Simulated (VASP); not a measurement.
# Pb (P6_3/mmc) in VASP: a series of runs

Runs on Pb. Level: PBE. Tasks: single point, relaxation of cell and atoms.

All numbers are computed with VASP 6.6.1; they aren't measurements. Logs are shortened: lines on timing, memory, paths and dates and some standing lists are left out, and cuts for length are marked.

**1. The crystal as given**

Symmetry: P6_3/mmc, No. 194, hexagonal system. The conventional cell has a = 3.489 Å, b = 3.489 Å, c = 5.753 Å, α = 90.00°, β = 90.00°, γ = 120.00°. Around Pb (site symmetry -6m2) lie 12 Pb at 3.49 to 3.51 Å.

This isn't the form of Pb at room conditions, which is fcc.

**2. Single point, PBE (relaxed again under DFT PBE, scalar-relativistic, plane waves, PAW)**

INCAR reads:

```
SYSTEM = Pb
  ALGO = Fast
  EDIFF = 1E-6
  ENCUT = 520
  GGA = PE
  ISIF = 2
  ISMEAR = 0
  LASPH = .TRUE.
  LCHARG = .FALSE.
  LREAL = .FALSE.
  LWAVE = .FALSE.
  NBANDS = 21
  NELM = 100
  PREC = Accurate
  SIGMA = 0.1
```

KPOINTS reads:

```
k-points
0
G
  15 15 8
  0 0 0
```

POSCAR reads:

```
Pb
1.0
    3.5470739616      0.0000000000      0.0000000000
   -1.7735369808      3.0718561598      0.0000000000
    0.0000000000      0.0000000000      5.8468655180
Pb
2
Direct
    0.3333333333      0.6666666667      0.2500000000
    0.6666666667      0.3333333333      0.7500000000
```

Potentials or basis: VASP PAW PBE potentials, release 64 (Pb_d).

Launch:

```bash
$ cat potpaw_PBE.64/Pb_d/POTCAR > POTCAR
$ mpirun -np 1 vasp_std > vasp.out
```

OUTCAR:

```text
SYSTEM = Pb
   EDIFF = 1E-6
   ENCUT = 520
   GGA = PE
   ISIF = 2
   ISMEAR = 0
   LASPH = .TRUE.
   LREAL = .FALSE.
   NELM = 100
   PREC = Accurate

 ion  position               nearest neighbor table
   1  0.333  0.667  0.250-   2 3.57   2 3.57   2 3.57   2 3.57   2 3.57   2 3.57
   2  0.667  0.333  0.750-   1 3.57   1 3.57   1 3.57   1 3.57   1 3.57   1 3.57

  LATTYP: Found a hexagonal cell.
 ALAT       =     3.5470739616
 C/A-ratio  =     1.6483630117

  Lattice vectors:

 A1 = (   3.5470739616,   0.0000000000,   0.0000000000)
 A2 = (  -1.7735369808,   3.0718561598,   0.0000000000)
 A3 = (   0.0000000000,   0.0000000000,   5.8468655180)

Analysis of symmetry for initial positions (statically):
=====================================================================
 Subroutine PRICEL returns:
 Original cell was already a primitive cell.

 Routine SETGRP: Setting up the symmetry group for a
 hexagonal supercell.

 Subroutine GETGRP returns: Found 24 space group operations
 (whereof 12 operations were pure point group operations)
 out of a pool of 24 trial point group operations.

The static configuration has the point symmetry D_3d.
 The point group associated with its full space group is D_6h.

Analysis of symmetry for dynamics (positions and initial velocities):
=====================================================================
 Subroutine PRICEL returns:
 Original cell was already a primitive cell.

 Routine SETGRP: Setting up the symmetry group for a
 hexagonal supercell.

 Subroutine GETGRP returns: Found 24 space group operations
 (whereof 12 operations were pure point group operations)
 out of a pool of 24 trial point group operations.

The dynamic configuration has the point symmetry D_3d.
 The point group associated with its full space group is D_6h.

 Subroutine INISYM returns: Found 24 space group operations
 (whereof 12 operations are pure point group operations),
 and found     1 'primitive' translations

----------------------------------------------------------------------------------------

                                     Primitive cell

  volume of cell :      63.7080

  direct lattice vectors                    reciprocal lattice vectors
     3.547073962  0.000000000  0.000000000     0.281922512  0.162768038  0.000000000
    -1.773536981  3.071856160  0.000000000     0.000000000  0.325536076  0.000000000
     0.000000000  0.000000000  5.846865518     0.000000000  0.000000000  0.171031811

  length of vectors
     3.547073962  3.547073962  5.846865518     0.325536076  0.325536076  0.171031811

  position of ions in fractional coordinates (direct lattice)
     0.333333333  0.666666667  0.250000000
     0.666666667  0.333333333  0.750000000

  ion indices of the primitive-cell ions
   primitive index   ion index
                 1           1
                 2           2

----------------------------------------------------------------------------------------

 KPOINTS: k-points

Automatic generation of k-mesh.
 Grid dimensions read from file:
 generate k-points for:   15   15    8

 Generating k-lattice:

  Cartesian coordinates                     Fractional coordinates (reciprocal lattice)
     0.018794834  0.010851203  0.000000000     0.066666667 -0.000000000  0.000000000
     0.000000000  0.021702405  0.000000000     0.000000000  0.066666667  0.000000000
     0.000000000  0.000000000  0.021378976     0.000000000  0.000000000  0.125000000

  Length of vectors
     0.021702405  0.021702405  0.021378976

  Shift w.r.t. Gamma in fractional coordinates (k-lattice)
     0.000000000  0.000000000  0.000000000

 Subroutine IBZKPT returns following result:
 ===========================================

 Found    135 irreducible k-points:

 Following reciprocal coordinates:
            Coordinates               Weight
  0.000000  0.000000  0.000000      1.000000
  0.066667  0.000000  0.000000      6.000000
  0.133333 -0.000000  0.000000      6.000000
  0.200000 -0.000000  0.000000      6.000000
  0.266667 -0.000000  0.000000      6.000000
  0.333333  0.000000  0.000000      6.000000
[... 16 lines left out ...]
  0.333333  0.200000  0.000000     12.000000
  0.400000  0.200000  0.000000      6.000000
 [... further k-points ...]
   k-points           NKPTS =    135   k-points in BZ     NKDIM =    135   number of bands    NBANDS=     21
   number of dos      NEDOS =    301   number of ions     NIONS =      2
   total plane-waves  NPLWV =  37632
   dimension x,y,z NGX =    28 NGY =   28 NGZ =   48
   dimension x,y,z NGXF=    56 NGYF=   56 NGZF=   96
   ions per type =               2
   NGX,Y,Z   is equivalent  to a cutoff of  13.12, 13.12, 13.65 a.u.
   NGXF,Y,Z  is equivalent  to a cutoff of  26.25, 26.25, 27.30 a.u.
 SYSTEM =  Pb
   PREC   = accura    normal or accurate (medium, high low for compatibility)
   ISTART =      0    job   : 0-new  1-cont  2-samecut
   ICHARG =      2    charge: 1-file 2-atom 10-const
   ISPIN  =      1    spin polarized calculation?
   LNONCOLLINEAR =      F non collinear calculations
   LSORBIT =      F    spin-orbit coupling
   LASPH  =      T    aspherical Exc in radial PAW
   ENCUT  =  520.0 eV  38.22 Ry    6.18 a.u.   6.60  6.60 10.87*2*pi/ulx,y,z
   NELM   =    100;   NELMIN=  2; NELMDL= -5     # of ELM steps
   EDIFF  = 0.1E-05   stopping-criterion for ELM
   LREAL  =      F    real-space projection
   EDIFFG = 0.1E-04   stopping-criterion for IOM
   NSW    =      0    number of steps for IOM
   IBRION =     -1    ionic relax: 0-MD 1-quasi-New 2-CG
   NFREE  =      0    steps in history (QN), initial steepest desc. (CG)
   ISIF   =      2    stress and relaxation
   ISYM   =      2    0-nonsym 1-usesym 2-fastsym
   POTIM  = 0.5000    time-step for ionic-motion
   TEBEG  =    0.0;   TEEND  =   0.0 temperature during run
   PSTRESS=    0.0 pullay stress
   NELECT =      28.0000    total number of electrons
   NUPDOWN=      -1.0000    fix difference up-down
   EMIN   =  10.00;   EMAX   =-10.00  energy-range for DOS
   EFERMI =   0.00;   METHOD = LEGACY
   ISMEAR =     0;   SIGMA  =   0.10  broadening in eV -4-tet -1-fermi 0-gaus
   EFERMI_NEDOS =   21; number of points for ismear=-14 and -15
   IALGO  =     68    algorithm
   IMIX   =      4    mixing-type and parameters
     AMIX     =   0.40;   BMIX     =  1.00
     AMIX_MAG =   1.60;   BMIX_MAG =  1.00
  volume/ion in A,a.u.               =      31.85       214.96
  Fermi-wavevector in a.u.,A,eV,Ry     =   1.244694  2.352132 21.079021  1.549264
  Thomas-Fermi vector in A             =   2.378950
   LORBIT       =      0    0 simple, 1 ext, 2 COOP (PROOUT), +10 PAW based schemes
   GGA     = PE    functional components
   LHFCALC =     F    Hartree Fock is set to
   AEXX    =    0.0000 exact exchange contribution
   IVDW    =     0    specifies the selected vdW correction
   LEPSILON=     F    determine dielectric tensor
   LRPA    =     F    only Hartree local field effects (RPA)
 non-spin polarized calculation
 RMM-DIIS sequential band-by-band and
 Gauss-broadening in eV      SIGMA  =   0.10
  energy-cutoff  :      520.00
  volume of cell :       63.71
 maximum number of plane-waves:      1761
 NGX is ok and might be reduce to    28
   NGX = 13   NGY = 13   NGZ = 21

 number of electron      27.9999997 magnetization

 Free energy of the ion-electron system (eV)
  ---------------------------------------------------
  ext. energy  EPLUGINS =         0.00000000
  ---------------------------------------------------
  free energy    TOTEN  =        -7.11029338 eV

  energy without entropy =       -7.10652110  energy(sigma->0) =       -7.10840724

 E-fermi :   6.7018     XC(G=0):  -9.9527

 val. band max:        6.6911683076   @ k =   0.3333   0.0000   0.2500
 cond. band min:       6.7073870729   @ k =   0.2667   0.1333   0.1250
 fundamental gap:      0.0162187654
 Fermi energy:         6.7017806505

 k-point     1 :       0.0000    0.0000    0.0000
  band No.  band energies     occupation
      1     -10.3246      2.00000
      2     -10.3101      2.00000
      3     -10.2877      2.00000
      4     -10.2877      2.00000
      5     -10.2708      2.00000
      6     -10.2708      2.00000
[... 13 lines left out ...]
     20      15.7574      0.00000
     21      18.0171      0.00000

 k-point     2 :       0.0667    0.0000    0.0000
  band No.  band energies     occupation
      1     -10.3226      2.00000
      2     -10.3109      2.00000
      3     -10.2820      2.00000
      4     -10.2783      2.00000
      5     -10.2689      2.00000
      6     -10.2618      2.00000
[... 13 lines left out ...]
     20      16.0236      0.00000
     21      17.6599      0.00000

 k-point     3 :       0.1333   -0.0000    0.0000
  band No.  band energies     occupation
      1     -10.3339      2.00000
      2     -10.2989      2.00000
      3     -10.2758      2.00000
      4     -10.2519      2.00000
      5     -10.2510      2.00000
      6     -10.2376      2.00000
[... 13 lines left out ...]
     20      16.7990      0.00000
     21      16.9416      0.00000

 k-point     4 :       0.2000   -0.0000    0.0000
  band No.  band energies     occupation
      1     -10.3555      2.00000
      2     -10.2867      2.00000
      3     -10.2684      2.00000
      4     -10.2578      2.00000
      5     -10.2458      2.00000
      6     -10.2137      2.00000
[... 13 lines left out ...]
     20      16.1218      0.00000
     21      17.1900      0.00000

 k-point     5 :       0.2667   -0.0000    0.0000
  band No.  band energies     occupation
      1     -10.3794      2.00000
      2     -10.2937      2.00000
      3     -10.2828      2.00000
      4     -10.2597      2.00000
      5     -10.2420      2.00000
      6     -10.1705      2.00000
[... 13 lines left out ...]
     20      15.6723      0.00000
     21      16.9039      0.00000
[... 382 lines left out ...]
     20      16.7279      0.00000
     21      17.3394      0.00000

 k-point    22 :       0.2667    0.2000    0.0000
  band No.  band energies     occupation
      1     -10.3393      2.00000
      2     -10.3296      2.00000
      3     -10.2838      2.00000
      4     -10.2706      2.00000
      5     -10.2059      2.00000
      6     -10.1897      2.00000
[... 13 lines left out ...]
     20      16.7283      0.00000
     21      18.6218      0.00000

 k-point    23 :       0.3333    0.2000    0.0000
  band No.  band energies     occupation
      1     -10.3550      2.00000
      2     -10.3386      2.00000
      3     -10.2670      2.00000
      4     -10.2588      2.00000
      5     -10.2043      2.00000
      6     -10.1959      2.00000
[... 13 lines left out ...]
     20      16.5733      0.00000
     21      19.3438      0.00000

 k-point    24 :       0.4000    0.2000    0.0000
  band No.  band energies     occupation
      1     -10.3605      2.00000
      2     -10.3417      2.00000
      3     -10.2646      2.00000
      4     -10.2505      2.00000
      5     -10.2106      2.00000
      6     -10.1866      2.00000
[... 13 lines left out ...]
     20      16.5174      0.00000
     21      19.8667      0.00000

 [... further k-points ...]
[... 5 lines left out ...]
  --------------------------------------------------------------------------------------
  -------------------------------------------------------------------------------------
  Total       -0.0352771     -0.0352771     -0.0360854      0.0000000      0.0000000      0.0000000
  in kB       -0.8871758     -0.8871758     -0.9075035      0.0000000      0.0000000      0.0000000
  external PRESSURE =      -0.8939517 kB  Pullay stress =       0.0000000 kB

 VOLUME and BASIS-vectors are now :
 -----------------------------------------------------------------------------
  energy-cutoff  :      520.00
  volume of cell :       63.71
      direct lattice vectors                 reciprocal lattice vectors
     3.547073962  0.000000000  0.000000000     0.281922512  0.162768038  0.000000000
    -1.773536981  3.071856160  0.000000000     0.000000000  0.325536076  0.000000000
     0.000000000  0.000000000  5.846865518     0.000000000  0.000000000  0.171031811

 POSITION                                       TOTAL-FORCE (eV/Angst)
 -----------------------------------------------------------------------------------
     -0.00000      2.04790      1.46172        -0.000000     -0.000000      0.000000
      1.77354      1.02395      4.38515         0.000000      0.000000      0.000000
 -----------------------------------------------------------------------------------
    total drift:                               -0.000000      0.000000      0.000000

  FREE ENERGIE OF THE ION-ELECTRON SYSTEM (eV)
  ---------------------------------------------------
  free  energy   TOTEN  =        -7.1102933787 eV

  energy  without entropy=       -7.1065211037  energy(sigma->0) =       -7.10840724
```

Wall time 70 s (1 thread of Intel Xeon 6975P-C (Granite Rapids), shared host); peak memory 0.28 GiB.

Results:

```yaml
Free_energy: -7.1103 eV
Pressure: -0.1 GPa
Band_gap_on_the_k_mesh: none (metal or under the smearing width)
```

Levels at points of the mesh, in eV from the Fermi level:
```tsv
k point	band 10	band 11	band 12	band 13	band 14	band 15	band 16	band 17	band 18	band 19
(0.00, 0.00, 0.00)	-16.78	-11.39	-8.12	-3.94	5.43	5.43	7.03	7.07	7.07	8.60
(0.00, 0.00, 0.50)	-16.83	-10.28	-10.28	0.61	0.61	6.21	6.21	6.21	6.21	9.23
```

(Continued in part 2 of 2.)
